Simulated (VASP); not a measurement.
Here is a VASP 6.6.1 calculation.

INCAR

```
PREC     = Accurate       # precision mode
ENCUT    = 520            # plane-wave cutoff, eV
EDIFF    = 1E-6           # SCF threshold, eV
ISMEAR   = 0              # smearing method
SIGMA    = 0.012          # smearing width, eV
LREAL    = F              # projectors in reciprocal space
LASPH    = T              # aspherical terms in the spheres
NELM     = 80             # most SCF steps
ALGO     = Normal         # electronic algorithm
ISIF     = 2              # what is computed and relaxed
LWAVE    = F              # write WAVECAR
LCHARG   = T              # write CHGCAR
GGA      = PE             # functional
LELF     = T              # ELF
LVHAR    = T            
NBANDS   = 12             # bands
```

Contents of KPOINTS:

```
Automatic mesh
0
Gamma
  11 11 11
```

POSCAR

```
Au
1.0
    0.0000000000      2.0350000000      2.0350000000
    2.0350000000      0.0000000000      2.0350000000
    2.0350000000      2.0350000000      0.0000000000
Au
1
Direct
    0.0000000000      0.0000000000      0.0000000000
```

Potentials or basis: VASP PAW PBE potentials, release 64 (Au).

Run with:

```sh
$ cat potpaw_PBE.64/Au/POTCAR > POTCAR
$ mpirun -np 1 vasp_std > vasp.out
```

(1) Predict the pressure.

(2) Predict the band gap on the k mesh.

Results:

(1) 10.5 GPa.

(2) none (metal or under the smearing width).
